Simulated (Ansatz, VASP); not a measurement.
**Two plane-wave programs on BeS**

Contents of INCAR:

```
PREC = Accurate ; ENCUT = 520
EDIFF = 1E-6 ; ISMEAR = 0
SIGMA = 0.01 ; LREAL = False
LASPH = True ; NELM = 100
ALGO = Normal ; ISIF = 2
LWAVE = False ; LCHARG = True
GGA = CA ; LELF = True
LVHAR = True ; NBANDS = 11
```

File KPOINTS:

```
regular mesh
0
Gamma
  6 6 6
```

POSCAR

```
BeS
1.0
    0.0000000000      2.4343062304      2.4343062304
    2.4343062304      0.0000000000      2.4343062304
    2.4343062304      2.4343062304      0.0000000000
Be S
1 1
Direct
    0.0000000000      0.0000000000      0.0000000000
    0.2500000000      0.2500000000      0.2500000000
```

Input for Ansatz:

```yaml
crystal:
  lattice:
    - [0.0, 2.4343062304, 2.4343062304]
    - [2.4343062304, 0.0, 2.4343062304]
    - [2.4343062304, 2.4343062304, 0.0]
  atoms:
    - { symbol: Be, position: [0.0, 0.0, 0.0] }
    - { symbol: S, position: [0.25, 0.25, 0.25] }
kpoints:
  mp_grid: { grid: [6, 6, 6] }
hamiltonian:
  xc: lda
scf:
  occupations: { method: fixed }
output:
  optics:
    e_range: [0.5, 30]
    de: 0.1
    sigma: 0.25
    scissors: 1.0
    scheme: gaussian
    bands: { spectra_wanted_up_to: 30 }
    kdotp_interpolation: "off"
```

Alike in both runs: task single point; functional LDA; k mesh 6 × 6 × 6; no spin polarisation.

|  | VASP | Ansatz |
| --- | --- | --- |
| version | VASP 6.6.1 | Ansatz 0.2.0 |
| potentials or method | VASP PAW LDA potentials, release 64 (Be, S) | plane waves, PAW |
| plane-wave cutoff (eV) | 520 | 420 |
| occupations | gaussian, width 0.01 eV | fixed |
| valence electrons in the cell | 8 | 8 |

Ansatz gave:

```
gap on the k mesh at the Fermi level (eV) : 2.92
```

Task: Which values does VASP return?

Result: gap on the k mesh at the Fermi level (eV): 2.93.

A k mesh can miss the band edges.
